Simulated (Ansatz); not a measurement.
SnSe2:

```
Sn Se
1.0
     3.81100    0.00000    0.00000
    -1.90550    3.30042    0.00000
     0.00000    0.00000    6.13600
Sn Se
1 2
Direct
  0.00000 0.00000 0.00000
  0.66667 0.33333 0.75100
  0.33333 0.66667 0.24900
```

Program: Ansatz 0.2.0. Alike in all runs: task band structure; potentials or basis Ansatz PAW; cell as given; k mesh 8 × 8 × 5; smearing fermi-dirac 0.05 eV.

Q: Order these runs on this cell by their pressure, lowest first.
A. level r2SCAN; spin SOC, no magnetisation; cutoff (eV) 500
B. level BLYP; spin off; cutoff (eV) 420
C. level SVWN5; spin off; cutoff (eV) 420

A: C (0.7 GPa), A (3.6 GPa), B (9.6 GPa).

Caveats: the PAW data sets come from PBE, with cores solved anew for the run's functional, which leaves a small shift of forces and pressure; this functional lacks dispersion, which binds the layers, so the pressure and a relaxed spacing across them are unreliable (some runs).

Runs at the PBE level aren't shown here.
